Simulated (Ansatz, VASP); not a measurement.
## Two plane-wave programs on MgO

```
Mg O
1.0
     0.00942    2.10680    2.11134
     2.07895    0.00752    2.11324
     2.09486    2.12460   -0.00839
Mg O
1 1
Direct
  0.90450 0.00519 0.06071
  0.59550 0.49481 0.43929
```

Change from the starting cell: all atoms moved at random, cell strained at random.

Alike in both runs: task single point; functional PBEsol; k mesh 10 × 10 × 10; occupations gaussian, width 0.02 eV; no spin polarisation.

```csv
,VASP,Ansatz
version,VASP 6.6.1,Ansatz 0.2.0
potentials or method,"VASP PAW PBE potentials, release 64 (Mg, O)","scalar-relativistic, plane waves, PAW"
plane-wave cutoff (eV),520,420
valence electrons in the cell,8,16
```

|  | VASP | Ansatz | Ansatz less VASP |
| --- | --- | --- | --- |
| gap on the k mesh at the Fermi level (eV) | 4.42 | 4.41 | -0.009 |
| least direct gap on the mesh (eV) | 4.42 | 4.41 | -0.009 |
| pressure (GPa) | 23.9 | 23.7 | -0.27 |
| largest component of the traceless stress (GPa) | 23.24 | 22.58 | -0.657 |
| rms of the force components (eV/Å) | 2.023 | 1.975 | -0.0473 |

Atom by atom the forces differ by 0.048 eV/Å (rms over components). The two sets of potentials don't hold the same shells in valence.

Caveats: so large a pressure means that the cell lies far from this level's equilibrium, or that cutoff or potentials fall short (VASP); the potentials were made for another functional, which shifts forces and pressure (VASP).
